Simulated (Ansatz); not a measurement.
Total energies of C$_{4}$H$_{10}$O, SMILES `CCCCO`.

```csv
atom,x (Å),y (Å),z (Å)
C1,-0.4875,-0.8778,1.9007
C2,-0.5471,0.1710,0.8037
C3,0.3798,-0.1373,-0.3608
C4,0.3104,0.9034,-1.4601
O5,1.2099,0.6559,-2.5201
H6,-0.7741,-1.8622,1.5202
H7,-1.1586,-0.6330,2.7271
H8,0.5237,-0.9645,2.3075
H9,-1.5760,0.2601,0.4362
H10,-0.2887,1.1518,1.2192
H11,0.1232,-1.1205,-0.7787
H12,1.4150,-0.2096,-0.0097
H13,0.5851,1.8847,-1.0634
H14,-0.7220,0.9849,-1.8318
H15,1.0068,-0.2070,-2.8900
```

Total charge 0; spin multiplicity 1. The structure was optimised at the PBE0-D4/def2-TZVP level. It is one conformer, not always the lowest. Basis def2-TZVPP, Ansatz.

RPA on PBE orbitals: Hartree–Fock energy of these orbitals -232.19784 Eh, correlation -1.56552 Eh (frozen core).

```tsv
functional	energy without D4 (Eh)	D4 term (kJ/mol)
LDA (SPW92)	-231.70490	–
PBE	-233.44914	-23.3
revPBE	-233.68158	-84.0
BLYP	-233.64533	-52.4
r2SCAN	-233.61841	-6.1
PBE0	-233.48153	-19.4
r2SCANh	-233.60941	-6.4
r2SCAN0	-233.59691	-6.9
HSE06 (plane-wave form)	-233.46786	-17.8
BHLYP	-233.61805	-24.5
LC-ωPBE	-233.62466	–
ωB97X-V	-233.69019	–
ωB97M-V	-233.63772	–
B2PLYP	-233.55392	–
```

(1) Give the same for B97M-V, B3LYP, CAM-B3LYP, PBE-QIDH. (Best estimate.)

B3LYP takes the VWN-RPA correlation (the form of Gaussian; ORCA's B3LYP/G). HSE06 is the plane-wave form, built on full-range PBE exchange. The double hybrids freeze the cores in their second-order part.

Results:

(1) Ansatz gave: 
| functional | energy without D4 (Eh) | D4 term (kJ/mol) |
| --- | --- | --- |
| B97M-V | -233.73870 | – |
| B3LYP | -233.77034 | -36.8 |
| CAM-B3LYP | -233.64171 | -19.2 |
| PBE-QIDH | -233.45234 | – |

LC-ωPBE has ω = 0.4 bohr⁻¹.
